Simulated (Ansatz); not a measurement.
# A series in volume scale on Pd

Plane-wave DFT, scalar-relativistic PAW made under PBE with cores redone for the functional, no dispersion; the given relaxed cell is scaled uniformly, energy at zero smearing counts from the unscaled cell, pressure at the given Fermi-Dirac smearing is positive in compression. The results are calculated, by Ansatz 0.2.0.

The cell before it is scaled or strained (space group Pm-3m, No. 221):
```
CELL_PARAMETERS angstrom
0.00000 2.63370 2.63370
2.63370 0.00000 2.63370
2.63370 2.63370 0.00000
ATOMIC_POSITIONS crystal
Pd 0.00000 0.00000 0.00000
Pd 0.50000 0.50000 0.50000
```

Settings of every row: spin polarised yes; functional revPBE; wave cutoff 420 eV; smearing width 0.05 eV; k mesh 12x12x12.

Atom:
| element | starting moment (Bohr magneton) |
| --- | --- |
| Pd | 0.5 |
| Pd | -0.5 |

Limits: search for a lower magnetic state is off; the cell comes from a prototype or a list of computed structures and needn't be the stable phase.

| row | volume scale | V (Å³/atom) | pressure (GPa) | energy change per atom (meV) |
| --- | --- | --- | --- | --- |
| 1 | 0.88 | 16.076 | 20.04 | 120.88 |
| 2 | 0.92 | 16.807 | 11.7 | 49.56 |
| 3 | 0.96 | 17.538 | 5.23 | 11.8 |
| 4 | 1.04 | 18.999 | -3.66 | 8.32 |
| 5 | 1.08 | 19.73 | ? | ? |
| 6 | 1.12 | 20.461 | -8.88 | 67.81 |

Largest site moment is 0 Bohr magneton in every row.

Question: what pressure and energy change per atom should row 5 give?

Worked fit of pressure. Take u = (V_r/V)^(2/3) − 1 with V_r = 17.538 Å³ an atom, which is twice the finite (Eulerian) strain; such expansions in the strain, on which the Birch-Murnaghan equation of state is built, carry the rest volume and the bulk modulus. The shown rows have u = 0.05975, 0.02879, 0, -0.05195, -0.09766. Least squares give pressure = 5.27 + 207.57 × u + 646.6 × u² GPa; a straight line predicts inner rows, each left out in turn, worse (root mean square 1.8 against 0.14 GPa). The rows lie off it by 0.06, -0.08, -0.04, 0.11, -0.05 (root mean square 0.072 GPa). The withheld row has u = -0.07551, so the fit gives 5.27 + 207.57 × (-0.07551) + 646.6 × (-0.07551)² = -6.72 GPa.

The calculation gave -6.62 GPa. The fit lies 0.10 GPa (1.5 % of the value, 0.35 % of the column's range) below it; its largest miss of a shown row is 0.11 GPa.

Worked fit of energy change per atom. Take u = (V_r/V)^(2/3) − 1 with V_r = 17.538 Å³ an atom, which is twice the finite (Eulerian) strain; such expansions in the strain, on which the Birch-Murnaghan equation of state is built, carry the rest volume and the bulk modulus. The shown rows have u = 0.05975, 0.02879, 0, -0.05195, -0.09766. Least squares give energy change per atom = 12.503 + 897.67 × u + 15069 × u² meV; a straight line predicts inner rows, each left out in turn, worse (root mean square 43 against 2.3 meV). The rows lie off it by 0.94, -1.28, -0.70, 1.78, -0.75 (root mean square 1.2 meV). The withheld row has u = -0.07551, so the fit gives 12.503 + 897.67 × (-0.07551) + 15069 × (-0.07551)² = 30.64 meV.

The calculation gave 32.17 meV. The fit lies 1.53 meV (4.8 % of the value, 1.4 % of the column's range) below it; its largest miss of a shown row is 1.78 meV.
